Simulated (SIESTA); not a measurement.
Ba:

```xyz
1
Lattice="4.3116 0.0000 0.0000 -2.1558 3.7340 0.0000 0.0000 0.0000 3.9134" Properties=species:S:1:pos:R:3 pbc="T T T"
Ba    0.0000    0.0000    0.0000
```

This isn't the form of Ba at room conditions, which is bcc.

```yaml
Program: SIESTA 5.4.2
Task: single point
Functional: PBE
Potentials_or_basis: PseudoDojo 0.4 standard (PBE files)
Basis: DZP (energy shift 0.002 Ry; d shell added on Ba)
Grid_cutoff: 500 Ry
Energy_shift: 0.002 Ry
k_mesh: 7 × 7 × 7
Occupations: fermi-dirac, width 0.05 eV
Spin: no spin polarisation
```

On this cell: pressure -1.0 GPa; band gap on the k mesh none (metal or under the smearing width).

The same run follows on a disturbed copy (cell strained at random at fixed volume):

```
CELL_PARAMETERS angstrom
4.22239 -0.05906 0.00604
-2.16235 3.80257 0.01168
0.00548 0.01541 3.95554
ATOMIC_POSITIONS crystal
Ba 0.00212 0.00475 0.99277
```

**Question.** What does the disturbed cell give?

**Answer.** The energy (extrapolated to zero smearing) moves by +2.4 meV/atom; pressure -0.9 GPa; band gap on the k mesh none (metal or under the smearing width).

Stress tensor (GPa, compression positive):
```
-0.63  0.18  0.03
 0.18 -1.08  0.11
 0.03  0.11 -1.11
```

Caveats: this set's barium file shifts pressures by up to 1 GPa against other sets; semicore shells carry a single zeta, which can move pressures by several GPa and volumes by a few percent; the basis of atomic orbitals isn't converged, which shifts pressures, moduli and gaps.
